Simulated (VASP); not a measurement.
# BN (lda) (F-43m) in VASP: notebook

The runs below take BN (lda) through single point, with LDA.

Program: VASP 6.6.1. These are calculated values, not measurements. Logs are shortened: lines on timing, memory, paths and dates and some standing lists are left out, and cuts for length are marked.

**Measured values to compare with.**

A printed reference work, monograph reports, for a bulk crystal of BN at 300 K: band gap 6.4 eV (indirect).

The runs below are set against these values where they give the same quantity.

### Step 1. The cell of the first run

Symmetry: F-43m, No. 216, cubic system. The conventional cell has a = 3.615 Å, b = 3.615 Å, c = 3.615 Å, α = 90.00°, β = 90.00°, γ = 90.00°. B (site symmetry -43m) has 4 N at 1.57 Å within 2.1 Å. N (site symmetry -43m) has 4 B at 1.57 Å within 2.1 Å.

### Step 2. Single point, LDA

Contents of INCAR:

```
PREC = Accurate
ENCUT = 600
EDIFF = 1E-6
ISMEAR = 0
SIGMA = 0.1
LREAL = F
LASPH = T
NELM = 120
ALGO = Normal
ISIF = 2
LWAVE = F
LCHARG = F
NBANDS = 11
GGA_COMPAT = F
```

Contents of KPOINTS:

```
regular mesh
0
Gamma
  8 8 8
```

Contents of POSCAR:

```
BN
1.0
    0.0000000000      1.8075000000      1.8075000000
    1.8075000000      0.0000000000      1.8075000000
    1.8075000000      1.8075000000      0.0000000000
B N
1 1
Direct
    0.0000000000      0.0000000000      0.0000000000
    0.2500000000      0.2500000000      0.2500000000
```

Potentials or basis: VASP PAW LDA potentials, release 64 (B, N).

The run is started by

```console
> cat potpaw_LDA.64/B/POTCAR potpaw_LDA.64/N/POTCAR > POTCAR
> mpirun -np 1 vasp_std > vasp.out
```

OUTCAR:

```text
PREC = Accurate
   ENCUT = 600
   EDIFF = 1E-6
   ISMEAR = 0
   LREAL = F
   LASPH = T
   NELM = 120
   ISIF = 2

 ion  position               nearest neighbor table
   1  0.000  0.000  0.000-   2 1.57   2 1.57   2 1.57   2 1.57
   2  0.250  0.250  0.250-   1 1.57   1 1.57   1 1.57   1 1.57

  LATTYP: Found a face centered cubic cell.
 ALAT       =     3.6150000000

  Lattice vectors:

 A1 = (   0.0000000000,   1.8075000000,   1.8075000000)
 A2 = (   1.8075000000,   0.0000000000,   1.8075000000)
 A3 = (   1.8075000000,   1.8075000000,   0.0000000000)

Analysis of symmetry for initial positions (statically):
=====================================================================
 Subroutine PRICEL returns:
 Original cell was already a primitive cell.

 Routine SETGRP: Setting up the symmetry group for a
 face centered cubic supercell.

 Subroutine GETGRP returns: Found 24 space group operations
 (whereof 24 operations were pure point group operations)
 out of a pool of 48 trial point group operations.

The static configuration has the point symmetry T_d .

Analysis of symmetry for dynamics (positions and initial velocities):
=====================================================================
 Subroutine PRICEL returns:
 Original cell was already a primitive cell.

 Routine SETGRP: Setting up the symmetry group for a
 face centered cubic supercell.

 Subroutine GETGRP returns: Found 24 space group operations
 (whereof 24 operations were pure point group operations)
 out of a pool of 48 trial point group operations.

The dynamic configuration has the point symmetry T_d .

 Subroutine INISYM returns: Found 24 space group operations
 (whereof 24 operations are pure point group operations),
 and found     1 'primitive' translations

----------------------------------------------------------------------------------------

                                     Primitive cell

  volume of cell :      11.8104

  direct lattice vectors                    reciprocal lattice vectors
     0.000000000  1.807500000  1.807500000    -0.276625173  0.276625173  0.276625173
     1.807500000  0.000000000  1.807500000     0.276625173 -0.276625173  0.276625173
     1.807500000  1.807500000  0.000000000     0.276625173  0.276625173 -0.276625173

  length of vectors
     2.556191014  2.556191014  2.556191014     0.479128854  0.479128854  0.479128854

[... 85 lines left out ...]
   NFREE  =      0    steps in history (QN), initial steepest desc. (CG)
   ISIF   =      2    stress and relaxation
   ISYM   =      2    0-nonsym 1-usesym 2-fastsym
   POTIM  = 0.5000    time-step for ionic-motion
   TEBEG  =    0.0;   TEEND  =   0.0 temperature during run
   PSTRESS=    0.0 pullay stress
   NELECT =       8.0000    total number of electrons
   NUPDOWN=      -1.0000    fix difference up-down
   EMIN   =  10.00;   EMAX   =-10.00  energy-range for DOS
   EFERMI =   0.00;   METHOD = LEGACY
   ISMEAR =     0;   SIGMA  =   0.10  broadening in eV -4-tet -1-fermi 0-gaus
   EFERMI_NEDOS =   21; number of points for ismear=-14 and -15
   IALGO  =     38    algorithm
   IMIX   =      4    mixing-type and parameters
     AMIX     =   0.40;   BMIX     =  1.00
     AMIX_MAG =   1.60;   BMIX_MAG =  1.00
  volume/ion in A,a.u.               =       5.91        39.85
  Fermi-wavevector in a.u.,A,eV,Ry     =   1.437749  2.716952 28.124920  2.067123
  Thomas-Fermi vector in A             =   2.556793
   LORBIT       =      0    0 simple, 1 ext, 2 COOP (PROOUT), +10 PAW based schemes
   GGA     = CA    functional components
   LHFCALC =     F    Hartree Fock is set to
   AEXX    =    0.0000 exact exchange contribution
   IVDW    =     0    specifies the selected vdW correction
   LEPSILON=     F    determine dielectric tensor
   LRPA    =     F    only Hartree local field effects (RPA)
 non-spin polarized calculation
 Gauss-broadening in eV      SIGMA  =   0.10
  energy-cutoff  :      600.00
  volume of cell :       11.81
 maximum number of plane-waves:       411
   NGX = 11   NGY = 11   NGZ = 11

 number of electron       8.0000000 magnetization

 Free energy of the ion-electron system (eV)
  ---------------------------------------------------
  ext. energy  EPLUGINS =         0.00000000
  ---------------------------------------------------
  free energy    TOTEN  =       -19.40664395 eV

  energy without entropy =      -19.40664395  energy(sigma->0) =      -19.40664395

 E-fermi :   7.8962     XC(G=0): -13.1048

 val. band max:        7.3877887708   @ k =   0.0000   0.0000   0.0000
 cond. band min:      11.7319935509   @ k =   0.5000   0.5000   0.0000
 fundamental gap:      4.3442047801
 Fermi energy:         7.8962180838

 k-point     1 :       0.0000    0.0000    0.0000
  band No.  band energies     occupation
      1     -12.6810      2.00000
      2       7.3878      2.00000
      3       7.3878      2.00000
      4       7.3878      2.00000
      5      16.0716      0.00000
      6      16.0716      0.00000
      7      16.0716      0.00000
      8      17.8286      0.00000
      9      31.8783      0.00000
     10      35.1750      0.00000
     11      35.1750      0.00000
[... 309 lines left out ...]
 k-point    24 :      -0.3750    0.2500    0.1250
  band No.  band energies     occupation
      1      -7.6863      2.00000
      2      -2.3286      2.00000
      3       2.5778      2.00000
      4       3.9169      2.00000
      5      16.8126      0.00000
      6      18.5035      0.00000
      7      21.6785      0.00000
      8      22.9967      0.00000
      9      26.5557      0.00000
     10      32.9741      0.00000
     11      34.6314      0.00000

 [... further k-points ...]

------------------------ aborting loop because EDIFF is reached ----------------------------------------

  FORCE on cell =-STRESS in cart. coord.  units (eV):
  Direction    XX          YY          ZZ          XY          YZ          ZX
  --------------------------------------------------------------------------------------
  -------------------------------------------------------------------------------------
  Total       -0.7588213     -0.7588213     -0.7588213      0.0000000      0.0000000     -0.0000000
  in kB     -102.9402387   -102.9402387   -102.9402387      0.0000000      0.0000000     -0.0000000
  external PRESSURE =    -102.9402387 kB  Pullay stress =       0.0000000 kB

 VOLUME and BASIS-vectors are now :
 -----------------------------------------------------------------------------
  energy-cutoff  :      600.00
  volume of cell :       11.81
      direct lattice vectors                 reciprocal lattice vectors
     0.000000000  1.807500000  1.807500000    -0.276625173  0.276625173  0.276625173
     1.807500000  0.000000000  1.807500000     0.276625173 -0.276625173  0.276625173
     1.807500000  1.807500000  0.000000000     0.276625173  0.276625173 -0.276625173

 POSITION                                       TOTAL-FORCE (eV/Angst)
 -----------------------------------------------------------------------------------
      0.00000      0.00000      0.00000         0.000000      0.000000      0.000000
      0.90375      0.90375      0.90375        -0.000000     -0.000000     -0.000000
 -----------------------------------------------------------------------------------
    total drift:                               -0.000000     -0.000000     -0.000000

  FREE ENERGIE OF THE ION-ELECTRON SYSTEM (eV)
  ---------------------------------------------------
  free  energy   TOTEN  =       -19.4066439506 eV

  energy  without entropy=      -19.4066439506  energy(sigma->0) =      -19.40664395
```

stdout:

```text
POSCAR found type information on POSCAR B N
 POSCAR found :  2 types and       2 ions
 scaLAPACK will be used
 LDA part: xc-table for (Slater(with rela. corr.)+CA(PZ))
 , standard interpolation
 POSCAR, INCAR and KPOINTS ok, starting setup
 FFT: planning ... GRIDC
 FFT: planning ... GRID_SOFT
 FFT: planning ... GRID
 WAVECAR not read
 entering main loop
```

It took 2.6 s on 1 thread of Intel Xeon 6975P-C, shared host; peak memory 0.11 GiB.

What came out:

```yaml
Free_energy: -19.4066 eV
Pressure: -10.3 GPa
Band_gap_on_the_k_mesh: 4.34 eV, indirect (least direct gap 8.68 eV)
```

Levels at points of the mesh, in eV from the valence-band top:
| k point | band 2 | band 3 | band 4 | band 5 | band 6 | band 7 |
| --- | --- | --- | --- | --- | --- | --- |
| (0.00, 0.00, 0.00) | 0.00 | 0.00 | 0.00 | 8.68 | 8.68 | 8.68 |
| (0.50, 0.00, 0.00) | -10.71 | -1.95 | -1.95 | 10.21 | 10.56 | 10.56 |
| (0.50, 0.50, 0.00) | -8.88 | -4.93 | -4.93 | 4.34 | 9.15 | 17.70 |

### Step 3. Single point, LDA

This run uses another cell than the first one, of 5.74 Å³/atom, 0.972 times its volume.

Contents of INCAR:

```
SYSTEM = BN
PREC = Accurate
ENCUT = 600
EDIFF = 1E-6
ISMEAR = 0
SIGMA = 0.1
LREAL = .False.
LASPH = .True.
NELM = 120
ALGO = Normal
ISIF = 2
LWAVE = .False.
LCHARG = .False.
NBANDS = 11
GGA_COMPAT = .False.
```

Contents of KPOINTS:

```
Automatic mesh
0
Gamma
  10 10 10
  0 0 0
```

Contents of POSCAR:

```
BN
1.0
    0.0000000000      1.7905522007      1.7905522007
    1.7905522007      0.0000000000      1.7905522007
    1.7905522007      1.7905522007      0.0000000000
B N
1 1
Direct
    0.0000000000      0.0000000000      0.0000000000
    0.2500000000      0.2500000000      0.2500000000
```

Potentials or basis: VASP PAW LDA potentials, release 64 (B, N).

The run is started by

```console
> cat potpaw_LDA.64/B/POTCAR potpaw_LDA.64/N/POTCAR > POTCAR
> mpirun -np 1 vasp_std > vasp.out
```

Run time: 3.3 s. Hardware: 1 thread of Intel Xeon 6975P-C, shared host; peak memory 0.12 GiB.

Results (log left out):

| Item | Value |
| --- | --- |
| Free energy | -19.4163 eV |
| Pressure | 0.6 GPa |
| Band gap on the k mesh | 4.38 eV, indirect (least direct gap 8.82 eV) |

Levels at points of the mesh, in eV from the valence-band top:
```csv
k point,band 1,band 2,band 3,band 4,band 5,band 6,band 7,band 8,band 9
"(0.00, 0.00, 0.00)",-20.39,0.00,0.00,0.00,8.82,8.82,8.82,10.90,25.03
"(0.50, 0.00, 0.00)",-15.97,-10.97,-2.00,-2.00,10.58,10.72,10.72,15.30,23.49
"(0.50, 0.50, 0.00)",-14.56,-9.07,-5.07,-5.07,4.38,9.30,18.13,18.13,20.99
```

### Step 4. Single point, LDA (volume scaled by 0.94)

Contents of INCAR:

```
SYSTEM = BN
  PREC = Accurate
  ENCUT = 600
  EDIFF = 1E-6
  ISMEAR = 0
  SIGMA = 0.02
  LREAL = .FALSE.
  LASPH = .TRUE.
  NELM = 120
  ALGO = Normal
  ISIF = 2
  LWAVE = .FALSE.
  LCHARG = .FALSE.
  NBANDS = 11
  GGA_COMPAT = .FALSE.
```

Contents of KPOINTS:

```
regular mesh
0
G
  12 12 12
  0 0 0
```

Contents of POSCAR:

```
BN
1.0
    0.0000000000      1.7537282496      1.7537282496
    1.7537282496      0.0000000000      1.7537282496
    1.7537282496      1.7537282496      0.0000000000
B N
1 1
Direct
    0.0000000000      0.0000000000      0.0000000000
    0.2500000000      0.2500000000      0.2500000000
```

The run is started by

```console
> cat potpaw_LDA.64/B/POTCAR potpaw_LDA.64/N/POTCAR > POTCAR
> mpirun -np 1 vasp_std > vasp.out
```

Run time: 5.5 s. Hardware: 1 thread of Intel Xeon 6975P-C, shared host; peak memory 0.12 GiB.

The run converged. Its results:

```yaml
Free_energy: -19.3536 eV
Pressure: 28.8 GPa
Band_gap_on_the_k_mesh: 4.45 eV, indirect (least direct gap 9.11 eV)
```

Levels at points of the mesh, in eV from the valence-band top:
```
           k point  band 1  band 2  band 3  band 4  band 5  band 6  band 7  band 8  band 9
(0.00, 0.00, 0.00)  -21.13    0.00    0.00    0.00    9.11    9.11    9.11   11.95   26.24
(0.50, 0.00, 0.00)  -16.41  -11.57   -2.13   -2.13   11.06   11.06   11.43   15.94   24.45
(0.50, 0.50, 0.00)  -14.91   -9.50   -5.39   -5.39    4.45    9.65   19.12   19.12   22.12
```

Caveat: the cell differs from its parent crystal (volume scaled by 0.94). A k mesh can miss the band edges.

### Step 5. Single point, LDA (volume scaled by 0.91)

Contents of INCAR:

```
SYSTEM = BN
ALGO = Normal
EDIFF = 1E-6
ENCUT = 600
GGA_COMPAT = .False.
ISIF = 2
ISMEAR = 0
LASPH = .True.
LCHARG = .True.
LELF = .True.
LREAL = .False.
LVHAR = .True.
LWAVE = .False.
NBANDS = 11
NELM = 120
PREC = Accurate
SIGMA = 0.02
```

Contents of KPOINTS:

```
k-points
0
Gamma
  12 12 12
  0 0 0
```

Contents of POSCAR:

```
BN
1.0
    0.0000000000      1.7348694950      1.7348694950
    1.7348694950      0.0000000000      1.7348694950
    1.7348694950      1.7348694950      0.0000000000
B N
1 1
Direct
    0.0000000000      0.0000000000      0.0000000000
    0.2500000000      0.2500000000      0.2500000000
```

The run is started by

```console
> cat potpaw_LDA.64/B/POTCAR potpaw_LDA.64/N/POTCAR > POTCAR
> mpirun -np 1 vasp_std > vasp.out
```

Run time: 4.7 s. Hardware: 1 thread of Intel Xeon 6975P-C, shared host; peak memory 0.12 GiB.

Results (log left out):

| Quantity | Value |
| --- | --- |
| Free energy | -19.2724 eV |
| Pressure | 46.1 GPa |
| Band gap on the k mesh | 4.48 eV, indirect (least direct gap 9.26 eV) |

Levels at points of the mesh, in eV from the valence-band top:
| k point | band 1 | band 2 | band 3 | band 4 | band 5 | band 6 | band 7 | band 8 | band 9 |
| --- | --- | --- | --- | --- | --- | --- | --- | --- | --- |
| (0.00, 0.00, 0.00) | -21.53 | 0.00 | 0.00 | 0.00 | 9.26 | 9.26 | 9.26 | 12.51 | 26.88 |
| (0.50, 0.00, 0.00) | -16.65 | -11.89 | -2.19 | -2.19 | 11.24 | 11.24 | 11.88 | 16.27 | 24.98 |
| (0.50, 0.50, 0.00) | -15.10 | -9.73 | -5.57 | -5.57 | 4.48 | 9.84 | 19.65 | 19.65 | 22.74 |

Caveat: the cell differs from its parent crystal (volume scaled by 0.91). A k mesh can miss the band edges.

[end of part 1 of 2]
